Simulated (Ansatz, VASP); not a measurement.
# Two plane-wave programs on Cr

```
Cr
1.0
    -1.41496    1.41496    1.41496
     1.41496   -1.41496    1.41496
     1.41496    1.41496   -1.41496
Cr
1
Direct
  0.00000 0.00000 0.00000
```

Alike in both runs: task single point; functional r2SCAN; k mesh 15 × 15 × 15; occupations gaussian, width 0.6 eV; no spin polarisation.

|  | VASP | Ansatz |
| --- | --- | --- |
| version | VASP 6.6.1 | Ansatz 0.2.0 |
| potentials or method | VASP PAW PBE potentials, release 64 (Cr_pv) | plane waves (500 eV) with PAW, scalar-relativistic |
| plane-wave cutoff (eV) | 520 | 500 |
| valence electrons in the cell | 12 | 14 |

|  | VASP | Ansatz | Ansatz less VASP |
| --- | --- | --- | --- |
| pressure (GPa) | 1.2 | 0.6 | -0.67 |

With one functional, cell and mesh, what is left measures potentials, basis and numerics. The two sets of potentials don't hold the same shells in valence.

Caveats: the PAW data sets were made with another functional, which shifts forces and pressure a little (VASP); the run has no spin polarisation, though such a crystal can be magnetic. Spin polarisation is off, so any magnetic state and its effect on volume and gap are missing.
